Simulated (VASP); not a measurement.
Crystal: Te2Mo.

```
CELL_PARAMETERS angstrom
3.51820 0.00000 0.00000
-1.75910 3.04685 0.00000
0.00000 0.00000 13.97360
ATOMIC_POSITIONS crystal
Te 0.33333 0.66667 0.62100
Te 0.66667 0.33333 0.12100
Te 0.33333 0.66667 0.87900
Te 0.66667 0.33333 0.37900
Mo 0.33333 0.66667 0.25000
Mo 0.66667 0.33333 0.75000
```

```yaml
Program: VASP 6.6.1
Task: relaxation of cell and atoms
Functional: PBE
Dispersion: D3(BJ)
Potentials_or_basis: VASP PAW PBE potentials, release 64 (Te, Mo_sv)
Cutoff: 600 eV
k_mesh: 9 × 9 × 2
Occupations: gaussian, width 0.03 eV
Spin: no spin polarisation
```

At the start: pressure -0.6 GPa; volume 24.96 Å³/atom.

**Question.** How do energy, volume and symmetry change on relaxing?

**Answer.** Over 11 steps the energy falls by 4.2 meV/atom and the volume is 24.15 Å³/atom (-3.2 %); space group P6_3/mmc (No. 194, to 0.05 Å).

The path:
| step | energy change (eV) | largest force (eV/Å) | pressure (GPa) | volume (Å³) |
| --- | --- | --- | --- | --- |
| 1 | 0.0000 | 0.1801 | -0.57 | 149.79 |
| 2 | -0.0099 | 0.1781 | 0.16 | 147.87 |
| 3 | -0.0107 | 0.1781 | 0.42 | 147.15 |
| 4 | -0.0138 | 0.0446 | -0.52 | 147.26 |
| 5 | -0.0143 | 0.0147 | -0.27 | 147.23 |
| 6 | -0.0201 | 0.0145 | -0.19 | 146.48 |
| 7 | -0.0252 | 0.0121 | -0.01 | 145.13 |
| 8 | -0.0254 | 0.0107 | 0.04 | 144.86 |
| 9 | -0.0254 | 0.0111 | 0.03 | 144.91 |
| 10 | -0.0253 | 0.0168 | -0.11 | 144.97 |
| 11 | -0.0254 | 0.0027 | -0.01 | 144.93 |

Final structure:
```
CELL_PARAMETERS angstrom
3.49568 0.00000 0.00000
-1.74784 3.02735 0.00000
0.00000 0.00000 13.69484
ATOMIC_POSITIONS crystal
Te 0.33333 0.66667 0.61724
Te 0.66667 0.33333 0.11724
Te 0.33333 0.66667 0.88276
Te 0.66667 0.33333 0.38276
Mo 0.33333 0.66667 0.25000
Mo 0.66667 0.33333 0.75000
```
